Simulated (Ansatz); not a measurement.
# CdSe: how the settings move a single-point run

Question: which choices in the input matter for CdSe? The cell is built on a prototype (NiAs type) and needn't be the phase found in nature.

Program: Ansatz 0.2.0. Level of theory: reference: DFT, PBE, plane waves, PAW. These are calculated values, not measurements.

2 further runs of the same task are left out: 2 that didn't finish.

## (1) The structure to begin with

Symmetry: P6_3/mmc, No. 194, hexagonal system. Conventional cell: a = 4.019 Å, b = 4.019 Å, c = 6.659 Å, α = 90.00°, β = 90.00°, γ = 120.00°. Cd (site symmetry -3m) is surrounded by 6 Se at 2.86 Å. Se (site symmetry -6m2) has 6 Cd at 2.86 Å as nearest neighbours.

Structure file:

```
Cd Se
1.0
     4.01935    0.00000    0.00000
    -2.00968    3.48086    0.00000
     0.00000    0.00000    6.65873
Cd Se
2 2
Direct
  0.00000 0.00000 0.00000
  0.00000 0.00000 0.50000
  0.33333 0.66667 0.25000
  0.66667 0.33333 0.75000
```

## (2) Reference

input.yaml reads:

```yaml
crystal:
  lattice:
    - [4.0193504367, 0.0, 0.0]
    - [-2.0096752184, 3.4808595849, 0.0]
    - [0.0, 0.0, 6.6587297966]
  atoms:
    - { symbol: Cd, position: [0.0, 0.0, 0.0] }
    - { symbol: Cd, position: [0.0, 0.0, 0.5] }
    - { symbol: Se, position: [0.3333333333, 0.6666666667, 0.25] }
    - { symbol: Se, position: [0.6666666667, 0.3333333333, 0.75] }
kpoints:
  mp_grid: { grid: [6, 6, 4] }
hamiltonian:
  xc: pbe
scf:
  occupations: { method: fermi_dirac, width: 0.02 }
  n_extra_bands: 5
output:
  forces: true
  stress: true
  eigenvalues: true
```

The run is started by

```
ansatz run input.yaml --threads 4 --pin off --max-ram 3686MiB --backend cpu --events-out ev --progress --plain --runs-dir out
```

The log of the run, shortened:

```text
Warning: RAYON_NUM_THREADS=4 ignored (pool sized by the plan → 4); use --threads N
scf.n_extra_bands = 5 over 36 filled bands (N_el = 72.0): the run solves 41 bands
[...]
Pseudopotentials: kind: paw
Pseudopotential: Cd, paw, valence charge 20, recommended cutoff 420 eV (normal), Cd.paw.azcp
Pseudopotential: Se, paw, valence charge 16, recommended cutoff 420 eV (normal), Se.paw.azcp
Functional definition: PBE
[...]
Crystal: 4 atoms, lattice volume = 93.161 Å³
Basis set: ecut = 420 eV, 1811 PW (Γ), exchange–correlation on 54×54×90 points (8 copies of the dense FFT grid, shifted against one another)
Bands: 41, of which v1, the nominal top of the filled ones, is band 36 counted from 1 (35 counted from 0)
Symmetry: 24 space group operations
Space group: P63/mmc (ITA 194), of the structure as read, at distance tolerance 4.5e-5 Å
k-points: 21 of 144
[...]
SCF iter   1: F=—  HF=-27448.877082 eV  |F-HF|=—  |Δ(HF+E_count)|=         —  Δρ=1.30e-3  dr2=1.93e-3  ethr=1.77e-3  ⟨swp⟩=6.2  Hψ=2963  notcnv=0
[...]
SCF iter   6: F=-27448.877653 eV  HF=-27448.877653 eV  |F-HF|=3.46e-10  |Δ(HF+E_count)|=   2.36e-8  Δρ=5.71e-7  dr2=2.28e-10  ethr=1.43e-11  ⟨swp⟩=4.8  Hψ=2889  notcnv=0
[...]
SCF converged after 6 iterations
Free energy (F): -27448.877653 eV
[...]
E sigma→0 (E₀):  -27448.877169 eV
Entropy (-TS):   -0.000968 eV (-0.242 meV/atom)
Fermi energy:    10.396665 eV
[...]
--- Forces (eV/Å), atoms counted from 1 ---
  atom   1  Cd     0.00000000    -0.00000000     0.00000000
  atom   2  Cd     0.00000000     0.00000000    -0.00000000
  atom   3  Se     0.00000000    -0.00000000     0.00000000
  atom   4  Se     0.00000000     0.00000000    -0.00000000
[...]
--- Stress (GPa, compression-positive) ---
        1.886188      -0.000000      -0.000000
       -0.000000       1.886188       0.000000
       -0.000000       0.000000       1.694564
  P = ⅓ Tr σ = 1.8223 GPa (18.223 kbar)
--- Band table (eV; the first three rows and the last of 21) ---
[...]
```

Run time: 2.1 s. Hardware: 4 threads of Arm Neoverse N1, shared host; peak memory 0.49 GiB.

## (3) Changed: xc_grid 1

input.yaml: that of step 2 with these lines changed.

```diff
@@ -21 +21,3 @@
   eigenvalues: true
+basis:
+  xc_grid: 1
```

The run is started by

```
ansatz run input.yaml --threads 4 --pin off --max-ram 3686MiB --backend cpu --events-out ev --progress --plain --runs-dir out
```

The log of the run, shortened:

```text
Warning: RAYON_NUM_THREADS=4 ignored (pool sized by the plan → 4); use --threads N
scf.n_extra_bands = 5 over 36 filled bands (N_el = 72.0): the run solves 41 bands
[...]
Pseudopotentials: kind: paw
Pseudopotential: Cd, paw, valence charge 20, recommended cutoff 420 eV (normal), Cd.paw.azcp
Pseudopotential: Se, paw, valence charge 16, recommended cutoff 420 eV (normal), Se.paw.azcp
Functional definition: PBE
[...]
Crystal: 4 atoms, lattice volume = 93.161 Å³
Basis set: ecut = 420 eV, 1811 PW (Γ)
Bands: 41, of which v1, the nominal top of the filled ones, is band 36 counted from 1 (35 counted from 0)
Symmetry: 24 space group operations
Space group: P63/mmc (ITA 194), of the structure as read, at distance tolerance 4.5e-5 Å
k-points: 21 of 144
[...]
SCF iter   1: F=—  HF=-27448.877108 eV  |F-HF|=—  |Δ(HF+E_count)|=         —  Δρ=1.30e-3  dr2=1.93e-3  ethr=1.77e-3  ⟨swp⟩=6.2  Hψ=2963  notcnv=0
[...]
SCF iter   6: F=-27448.877659 eV  HF=-27448.877659 eV  |F-HF|=3.35e-10  |Δ(HF+E_count)|=   2.39e-8  Δρ=5.71e-7  dr2=2.28e-10  ethr=1.43e-11  ⟨swp⟩=4.8  Hψ=2872  notcnv=0
[...]
SCF converged after 6 iterations
Free energy (F): -27448.877659 eV
[...]
E sigma→0 (E₀):  -27448.877175 eV
Entropy (-TS):   -0.000968 eV (-0.242 meV/atom)
Fermi energy:    10.396666 eV
[...]
--- Forces (eV/Å), atoms counted from 1 ---
  atom   1  Cd     0.00000000     0.00000000     0.00000000
  atom   2  Cd     0.00000000    -0.00000000     0.00000000
  atom   3  Se    -0.00000000    -0.00000000     0.00000000
  atom   4  Se    -0.00000000     0.00000000    -0.00000000
[...]
--- Stress (GPa, compression-positive) ---
        1.886379       0.000000      -0.000000
        0.000000       1.886379       0.000000
       -0.000000       0.000000       1.694651
  P = ⅓ Tr σ = 1.8225 GPa (18.225 kbar)
--- Band table (eV; the first three rows and the last of 21) ---
[...]
```

Run time: 2.2 s. Hardware: 4 threads of Arm Neoverse N1, shared host; peak memory 0.48 GiB.

Changing the numerical grids leaves the energy as it was (0.0 meV/atom).

## (4) Variant: dispersion d4

input.yaml: that of step 2 with these lines changed.

```diff
@@ -14,2 +14,3 @@
   xc: pbe
+  dispersion: d4
 scf:
```

The run is started by

```
ansatz run input.yaml --threads 4 --pin off --max-ram 3686MiB --backend cpu --events-out ev --progress --plain --runs-dir out
```

The log of the run, shortened:

```text
Warning: RAYON_NUM_THREADS=4 ignored (pool sized by the plan → 4); use --threads N
scf.n_extra_bands = 5 over 36 filled bands (N_el = 72.0): the run solves 41 bands
[...]
Pseudopotentials: kind: paw
Pseudopotential: Cd, paw, valence charge 20, recommended cutoff 420 eV (normal), Cd.paw.azcp
Pseudopotential: Se, paw, valence charge 16, recommended cutoff 420 eV (normal), Se.paw.azcp
Functional definition: PBE
[...]
Crystal: 4 atoms, lattice volume = 93.161 Å³
Basis set: ecut = 420 eV, 1811 PW (Γ), exchange–correlation on 54×54×90 points (8 copies of the dense FFT grid, shifted against one another)
Bands: 41, of which v1, the nominal top of the filled ones, is band 36 counted from 1 (35 counted from 0)
Symmetry: 24 space group operations
Space group: P63/mmc (ITA 194), of the structure as read, at distance tolerance 4.5e-5 Å
k-points: 21 of 144
[...]
SCF iter   1: F=—  HF=-27450.458174 eV  |F-HF|=—  |Δ(HF+E_count)|=         —  Δρ=1.30e-3  dr2=1.93e-3  ethr=1.77e-3  ⟨swp⟩=6.2  Hψ=2963  notcnv=0
[...]
SCF iter   6: F=-27450.458744 eV  HF=-27450.458744 eV  |F-HF|=3.49e-10  |Δ(HF+E_count)|=   2.36e-8  Δρ=5.71e-7  dr2=2.28e-10  ethr=1.43e-11  ⟨swp⟩=4.8  Hψ=2889  notcnv=0
[...]
SCF converged after 6 iterations
Free energy (F): -27450.458744 eV
[...]
E sigma→0 (E₀):  -27450.458260 eV
Entropy (-TS):   -0.000968 eV (-0.242 meV/atom)
Fermi energy:    10.396665 eV
[...]
--- Forces (eV/Å), atoms counted from 1 ---
  atom   1  Cd     0.00000000     0.00000000     0.00000000
  atom   2  Cd     0.00000000     0.00000000     0.00000000
  atom   3  Se    -0.00000000    -0.00000000     0.00000000
  atom   4  Se     0.00000000     0.00000000    -0.00000000
[...]
--- Stress (GPa, compression-positive) ---
       -0.800026      -0.000000      -0.000000
        0.000000      -0.800026       0.000000
       -0.000000       0.000000      -0.916637
  P = ⅓ Tr σ = -0.8389 GPa (-8.389 kbar)
--- Band table (eV; the first three rows and the last of 21) ---
[...]
```

It took 2.2 s on 4 threads of Arm Neoverse N1, shared host; peak memory 0.48 GiB.

The energy moves by -395.3 meV/atom, nearly all of it the dispersion term itself (-395.3 meV/atom); that offset belongs to the model and is no gain or loss of stability; the pressure goes from 1.8 to -0.8 GPa.

## (5) Variant: n_extra_bands 1

input.yaml: that of step 2 with these lines changed.

```diff
@@ -16,3 +16,3 @@
   occupations: { method: fermi_dirac, width: 0.02 }
-  n_extra_bands: 5
+  n_extra_bands: 1
 output:
```

The run is started by

```
ansatz run input.yaml --threads 4 --pin off --max-ram 3686MiB --backend cpu --events-out ev --progress --plain --runs-dir out
```

The log of the run, shortened:

```text
Warning: RAYON_NUM_THREADS=4 ignored (pool sized by the plan → 4); use --threads N
scf.n_extra_bands = 1 over 36 filled bands (N_el = 72.0): the run solves 37 bands
[...]
Pseudopotentials: kind: paw
Pseudopotential: Cd, paw, valence charge 20, recommended cutoff 420 eV (normal), Cd.paw.azcp
Pseudopotential: Se, paw, valence charge 16, recommended cutoff 420 eV (normal), Se.paw.azcp
Functional definition: PBE
[...]
Crystal: 4 atoms, lattice volume = 93.161 Å³
Basis set: ecut = 420 eV, 1811 PW (Γ), exchange–correlation on 54×54×90 points (8 copies of the dense FFT grid, shifted against one another)
Bands: 37, of which v1, the nominal top of the filled ones, is band 36 counted from 1 (35 counted from 0)
Symmetry: 24 space group operations
Space group: P63/mmc (ITA 194), of the structure as read, at distance tolerance 4.5e-5 Å
k-points: 21 of 144
[...]
SCF iter   1: F=—  HF=-27448.877001 eV  |F-HF|=—  |Δ(HF+E_count)|=         —  Δρ=1.29e-3  dr2=1.87e-3  ethr=1.77e-3  ⟨swp⟩=6.0  Hψ=2665  notcnv=0
[...]
SCF iter   6: F=-27448.877653 eV  HF=-27448.877653 eV  |F-HF|=2.11e-10  |Δ(HF+E_count)|=   1.94e-8  Δρ=5.35e-7  dr2=2.06e-10  ethr=9.49e-12  ⟨swp⟩=2.0  Hψ=2297  notcnv=0
[...]
SCF converged after 6 iterations
Free energy (F): -27448.877653 eV
[...]
E sigma→0 (E₀):  -27448.877169 eV
Entropy (-TS):   -0.000968 eV (-0.242 meV/atom)
Fermi energy:    10.396668 eV
[...]
--- Forces (eV/Å), atoms counted from 1 ---
  atom   1  Cd     0.00000000     0.00000000     0.00000000
  atom   2  Cd     0.00000000    -0.00000000    -0.00000000
  atom   3  Se    -0.00000000    -0.00000000     0.00000000
  atom   4  Se     0.00000000     0.00000000    -0.00000000
[...]
--- Stress (GPa, compression-positive) ---
        1.886193       0.000000      -0.000000
        0.000000       1.886193       0.000000
       -0.000000       0.000000       1.694564
  P = ⅓ Tr σ = 1.8223 GPa (18.223 kbar)
--- Band table (eV; the first three rows and the last of 21) ---
[...]
```

It took 2.3 s on 4 threads of Arm Neoverse N1, shared host; peak memory 0.48 GiB.

Energy and cycle count are those of the reference, so the change (band count) left the result and the number of cycles as they were.

## (6) Variant: xc_grid 3

input.yaml: that of step 2 with these lines changed.

```diff
@@ -21 +21,3 @@
   eigenvalues: true
+basis:
+  xc_grid: 3
```

The run is started by

```
ansatz run input.yaml --threads 4 --pin off --max-ram 3686MiB --backend cpu --events-out ev --progress --plain --runs-dir out
```

The log of the run, shortened:

```text
Warning: RAYON_NUM_THREADS=4 ignored (pool sized by the plan → 4); use --threads N
scf.n_extra_bands = 5 over 36 filled bands (N_el = 72.0): the run solves 41 bands
[...]
Pseudopotentials: kind: paw
Pseudopotential: Cd, paw, valence charge 20, recommended cutoff 420 eV (normal), Cd.paw.azcp
Pseudopotential: Se, paw, valence charge 16, recommended cutoff 420 eV (normal), Se.paw.azcp
Functional definition: PBE
[...]
Crystal: 4 atoms, lattice volume = 93.161 Å³
Basis set: ecut = 420 eV, 1811 PW (Γ), exchange–correlation on 81×81×135 points (27 copies of the dense FFT grid, shifted against one another)
Bands: 41, of which v1, the nominal top of the filled ones, is band 36 counted from 1 (35 counted from 0)
Symmetry: 24 space group operations
Space group: P63/mmc (ITA 194), of the structure as read, at distance tolerance 4.5e-5 Å
k-points: 21 of 144
[...]
SCF iter   1: F=—  HF=-27448.877106 eV  |F-HF|=—  |Δ(HF+E_count)|=         —  Δρ=1.30e-3  dr2=1.93e-3  ethr=1.77e-3  ⟨swp⟩=6.2  Hψ=2963  notcnv=0
[...]
SCF iter   6: F=-27448.877654 eV  HF=-27448.877654 eV  |F-HF|=3.38e-10  |Δ(HF+E_count)|=   2.40e-8  Δρ=5.71e-7  dr2=2.27e-10  ethr=1.43e-11  ⟨swp⟩=4.8  Hψ=2868  notcnv=0
[...]
SCF converged after 6 iterations
Free energy (F): -27448.877654 eV
[...]
E sigma→0 (E₀):  -27448.877170 eV
Entropy (-TS):   -0.000968 eV (-0.242 meV/atom)
Fermi energy:    10.396665 eV
[...]
--- Forces (eV/Å), atoms counted from 1 ---
  atom   1  Cd     0.00000000     0.00000000     0.00000000
  atom   2  Cd     0.00000000     0.00000000    -0.00000000
  atom   3  Se     0.00000000    -0.00000000     0.00000000
  atom   4  Se    -0.00000000     0.00000000    -0.00000000
[...]
--- Stress (GPa, compression-positive) ---
        1.886190       0.000000      -0.000000
       -0.000000       1.886190       0.000000
       -0.000000       0.000000       1.694565
  P = ⅓ Tr σ = 1.8223 GPa (18.223 kbar)
--- Band table (eV; the first three rows and the last of 21) ---
[...]
```

Wall time 2.4 s (4 threads of Arm Neoverse N1, shared host); peak memory 0.5 GiB.

Changing the numerical grids leaves the energy as it was (0.0 meV/atom).

## (7) Changing settings: dispersion d3bj

input.yaml: that of step 2 with these lines changed.

```diff
@@ -14,2 +14,3 @@
   xc: pbe
+  dispersion: d3bj
 scf:
```

The run is started by

```
ansatz run input.yaml --threads 4 --pin off --max-ram 3686MiB --backend cpu --events-out ev --progress --plain --runs-dir out
```

The log of the run, shortened:

```text
Warning: RAYON_NUM_THREADS=4 ignored (pool sized by the plan → 4); use --threads N
scf.n_extra_bands = 5 over 36 filled bands (N_el = 72.0): the run solves 41 bands
[...]
Pseudopotentials: kind: paw
Pseudopotential: Cd, paw, valence charge 20, recommended cutoff 420 eV (normal), Cd.paw.azcp
Pseudopotential: Se, paw, valence charge 16, recommended cutoff 420 eV (normal), Se.paw.azcp
Functional definition: PBE
[...]
Crystal: 4 atoms, lattice volume = 93.161 Å³
Basis set: ecut = 420 eV, 1811 PW (Γ), exchange–correlation on 54×54×90 points (8 copies of the dense FFT grid, shifted against one another)
Bands: 41, of which v1, the nominal top of the filled ones, is band 36 counted from 1 (35 counted from 0)
Symmetry: 24 space group operations
Space group: P63/mmc (ITA 194), of the structure as read, at distance tolerance 4.5e-5 Å
k-points: 21 of 144
[...]
SCF iter   1: F=—  HF=-27450.447012 eV  |F-HF|=—  |Δ(HF+E_count)|=         —  Δρ=1.30e-3  dr2=1.93e-3  ethr=1.77e-3  ⟨swp⟩=6.2  Hψ=2963  notcnv=0
[...]
SCF iter   6: F=-27450.447582 eV  HF=-27450.447582 eV  |F-HF|=3.46e-10  |Δ(HF+E_count)|=   2.36e-8  Δρ=5.71e-7  dr2=2.28e-10  ethr=1.43e-11  ⟨swp⟩=4.8  Hψ=2889  notcnv=0
[...]
SCF converged after 6 iterations
Free energy (F): -27450.447582 eV
[...]
E sigma→0 (E₀):  -27450.447098 eV
Entropy (-TS):   -0.000968 eV (-0.242 meV/atom)
Fermi energy:    10.396665 eV
[...]
--- Forces (eV/Å), atoms counted from 1 ---
  atom   1  Cd     0.00000000     0.00000000     0.00000000
  atom   2  Cd     0.00000000     0.00000000    -0.00000000
  atom   3  Se     0.00000000    -0.00000000     0.00000000
  atom   4  Se     0.00000000     0.00000000    -0.00000000
[...]
--- Stress (GPa, compression-positive) ---
       -0.966502      -0.000000      -0.000000
        0.000000      -0.966502       0.000000
       -0.000000       0.000000      -1.076534
  P = ⅓ Tr σ = -1.0032 GPa (-10.032 kbar)
--- Band table (eV; the first three rows and the last of 21) ---
[...]
```

Run time: 2.3 s. Hardware: 4 threads of Arm Neoverse N1, shared host; peak memory 0.48 GiB.

The energy moves by -392.5 meV/atom, nearly all of it the dispersion term itself (-392.5 meV/atom); that offset belongs to the model and is no gain or loss of stability; the pressure goes from 1.8 to -1.0 GPa.

## (8) Changing settings: ecutwfc 250

input.yaml: that of step 2 with these lines changed.

```diff
@@ -21 +21,3 @@
   eigenvalues: true
+basis:
+  ecutwfc: 250
```

The run is started by

```
ansatz run input.yaml --threads 4 --pin off --max-ram 3686MiB --backend cpu --events-out ev --progress --plain --runs-dir out
```

The log of the run, shortened:

```text
Warning: basis.ecutwfc = 250 eV is below the records' recommended 420 eV, and the density's cutoff is lower with it unless basis.ecutrho_ratio is high enough to keep the records' density cutoff: compare with a run at a higher cutoff
Warning: RAYON_NUM_THREADS=4 ignored (pool sized by the plan → 4); use --threads N
scf.n_extra_bands = 5 over 36 filled bands (N_el = 72.0): the run solves 41 bands
[...]
Pseudopotentials: kind: paw
Pseudopotential: Cd, paw, valence charge 20, recommended cutoff 420 eV (normal), Cd.paw.azcp
Pseudopotential: Se, paw, valence charge 16, recommended cutoff 420 eV (normal), Se.paw.azcp
Functional definition: PBE
[...]
Crystal: 4 atoms, lattice volume = 93.161 Å³
Basis set: ecut = 250 eV, 833 PW (Γ), exchange–correlation on 48×48×72 points (8 copies of the dense FFT grid, shifted against one another)
Bands: 41, of which v1, the nominal top of the filled ones, is band 36 counted from 1 (35 counted from 0)
Symmetry: 24 space group operations
Space group: P63/mmc (ITA 194), of the structure as read, at distance tolerance 4.5e-5 Å
k-points: 21 of 144
[...]
SCF iter   1: F=—  HF=-27445.181985 eV  |F-HF|=—  |Δ(HF+E_count)|=         —  Δρ=2.63e-2  dr2=2.50e-1  ethr=1.77e-3  ⟨swp⟩=6.0  Hψ=2794  notcnv=0
[...]
SCF iter   6: F=-27444.962938 eV  HF=-27444.962938 eV  |F-HF|=1.32e-9  |Δ(HF+E_count)|=   1.39e-7  Δρ=2.70e-6  dr2=5.09e-9  ethr=1.39e-10  ⟨swp⟩=7.6  Hψ=3007  notcnv=0
[...]
SCF converged after 6 iterations
Free energy (F): -27444.962938 eV
[...]
E sigma→0 (E₀):  -27444.962464 eV
Entropy (-TS):   -0.000949 eV (-0.237 meV/atom)
Fermi energy:    10.361550 eV
[...]
--- Forces (eV/Å), atoms counted from 1 ---
  atom   1  Cd    -0.00000000    -0.00000000     0.00000000
  atom   2  Cd     0.00000000     0.00000000    -0.00000000
  atom   3  Se     0.00000000    -0.00000000     0.00000000
  atom   4  Se    -0.00000000     0.00000000    -0.00000000
[...]
--- Stress (GPa, compression-positive) ---
        2.529070       0.000000      -0.000000
       -0.000000       2.529070       0.000000
       -0.000000       0.000000       2.064544
  P = ⅓ Tr σ = 2.3742 GPa (23.742 kbar)
--- Band table (eV; the first three rows and the last of 21) ---
[...]
```

Run time: 1.3 s. Hardware: 4 threads of Arm Neoverse N1, shared host; peak memory 0.4 GiB.

Changing the cutoff moves the energy by +978.7 meV/atom, and the pressure goes from 1.8 to 2.4 GPa. The lower cutoff gives the higher energy: the smaller basis describes the state less well. The log warns that the cutoff is under what these potentials recommend, so the shift is basis error. Cost: 1.3 s against 2.1 s.

## (9) Side by side

```tsv
run	ending	energy change	pressure (GPa)	gap (eV)	force (eV/Å)	cycles	time
reference	converged	0	1.8	0.00	0.00	6	2.1 s
1: xc_grid 1	converged	0.0 meV/atom	1.8	0.00	0.00	6	2.2 s
2: dispersion d4	converged	-395.3 meV/atom (offset of the dispersion model)	-0.8	0.00	0.00	6	2.2 s
3: n_extra_bands 1	converged	0.0 meV/atom	1.8	0.00	0.00	6	2.3 s
4: xc_grid 3	converged	0.0 meV/atom	1.8	0.00	0.00	6	2.4 s
5: dispersion d3bj	converged	-392.5 meV/atom (offset of the dispersion model)	-1.0	0.00	0.00	6	2.3 s
6: ecutwfc 250	converged	+978.7 meV/atom	2.4	0.00	0.00	6	1.3 s
```

Residual by cycle in the longest SCF loop of each run; runs are numbered as in the table. The quantity is the density residual dr2, in eV.

```tsv
cycle	reference	run 1	run 2	run 3	run 4	run 5	run 6
1	0.00193	0.00193	0.00193	0.00187	0.00193	0.00193	0.25
2	3.8e-4	3.8e-4	3.8e-4	3.4e-4	3.8e-4	3.8e-4	0.284
3	1.7e-5	1.7e-5	1.7e-5	1.9e-5	1.7e-5	1.7e-5	0.00221
4	3.5e-7	3.4e-7	3.5e-7	2.6e-7	3.4e-7	3.5e-7	1.3e-5
5	1.0e-8	1.0e-8	1.0e-8	6.8e-9	1.0e-8	1.0e-8	3.7e-7
6	2.3e-10	2.3e-10	2.3e-10	2.1e-10	2.3e-10	2.3e-10	5.1e-9
```

Of the converged runs whose energies compare with the reference's, «ecutwfc 250» moves the energy most (+978.7 meV/atom). Semilocal functionals close small gaps, so the missing gap need not be the real solid's. Run 6 ran under the cutoff that the potentials recommend, as the log warns, so basis error is mixed into its values, and swamps them where the cutoff is far short.
